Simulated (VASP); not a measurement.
Input of a VASP 6.6.1 run:

INCAR

```
PREC     = Accurate       # precision mode
ENCUT    = 600            # plane-wave cutoff, eV
EDIFF    = 1E-7           # SCF threshold, eV
ISMEAR   = -1             # smearing method
SIGMA    = 0.05           # smearing width, eV
LREAL    = False          # projectors in reciprocal space
LASPH    = True           # aspherical terms in the spheres
NELM     = 100            # most SCF steps
ALGO     = Fast           # electronic algorithm
ISIF     = 3              # what is computed and relaxed
LWAVE    = False          # write WAVECAR
LCHARG   = False          # write CHGCAR
GGA      = PE             # functional
IVDW     = 2              # dispersion correction
IBRION   = 2              # ionic algorithm
NSW      = 40             # ionic steps
EDIFFG   = -0.01          # ionic threshold
```

Contents of KPOINTS:

```
regular mesh
0
Gamma
  13 13 13
```

POSCAR

```
Cu
1.0
    0.0000000000      1.8075000000      1.8075000000
    1.8075000000      0.0000000000      1.8075000000
    1.8075000000      1.8075000000      0.0000000000
Cu
1
Direct
    0.0000000000      0.0000000000      0.0000000000
```

Potentials or basis: VASP PAW PBE potentials, release 64 (Cu).

The run is started by

```sh
$ cat potpaw_PBE.64/Cu/POTCAR > POTCAR
$ mpirun -np 1 vasp_std > vasp.out
```

**Question.** Estimate the relaxed cell.

**Answer.** a = 2.507 Å, b = 2.507 Å, c = 2.507 Å, α = 60.00°, β = 60.00°, γ = 60.00°.

**Question.** Estimate the band gap on the k mesh.

**Answer.** None (metal or under the smearing width).

**Question.** Predict the dispersion energy per atom.

**Answer.** -0.638 eV.

**Question.** Estimate the space group after relaxing (to 0.05 Å).

**Answer.** Fm-3m (No. 225).

Final structure:
```cif
data_structure
_symmetry_space_group_name_H-M 'P 1'
_symmetry_Int_Tables_number 1
_cell_length_a 2.5068
_cell_length_b 2.5068
_cell_length_c 2.5068
_cell_angle_alpha 60.000
_cell_angle_beta 60.000
_cell_angle_gamma 60.000
_cell_volume 11.14
loop_
_atom_site_label
_atom_site_type_symbol
_atom_site_fract_x
_atom_site_fract_y
_atom_site_fract_z
_atom_site_occupancy
Cu1 Cu 0.00000 0.00000 0.00000 1
```

Caveat: atom-pairwise D2, TS and ULG terms overbind metals.
